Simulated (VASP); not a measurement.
Mg:

```
Mg
1.0
    -1.83599    1.83599    1.67940
     1.83599   -1.83599    1.67940
     1.83599    1.83599   -1.67940
Mg
1
Direct
  0.00000 0.00000 0.00000
```

This isn't the form of Mg at room conditions, which is hcp.

```yaml
Program: VASP 6.6.1
Task: relaxation of cell and atoms
Functional: PBE
Potentials_or_basis: VASP PAW PBE potentials, release 64 (Mg)
Cutoff: 600 eV
k_mesh: 11 × 11 × 11
Occupations: fermi-dirac, width 0.05 eV
Spin: no spin polarisation
```

At the start: pressure 0.4 GPa; volume 22.64 Å³/atom.

Where does the relaxation end?

Over 11 steps the energy falls by 3.1 meV/atom and the volume is 22.76 Å³/atom (+0.5 %); space group Im-3m (No. 229, to 0.05 Å).

Step by step:
| step | energy change (eV) | largest force (eV/Å) | pressure (GPa) | volume (Å³) |
| --- | --- | --- | --- | --- |
| 1 | 0.0000 | 0.0000 | 0.44 | 22.64 |
| 2 | -0.0004 | 0.0000 | 0.10 | 22.85 |
| 3 | -0.0005 | 0.0000 | -0.05 | 22.94 |
| 4 | -0.0005 | 0.0000 | -0.06 | 22.94 |
| 5 | -0.0008 | 0.0000 | -0.09 | 22.94 |
| 6 | -0.0015 | 0.0000 | -0.12 | 22.92 |
| 7 | -0.0026 | 0.0000 | -0.15 | 22.88 |
| 8 | -0.0027 | 0.0000 | 0.02 | 22.77 |
| 9 | -0.0031 | 0.0000 | -0.11 | 22.83 |
| 10 | -0.0025 | 0.0000 | 0.59 | 22.41 |
| 11 | -0.0031 | 0.0000 | 0.00 | 22.76 |

Final structure:
```
Mg
1.0
    -1.78609    1.78609    1.78375
     1.78609   -1.78609    1.78375
     1.78609    1.78609   -1.78375
Mg
1
Direct
  0.00000 0.00000 0.00000
```
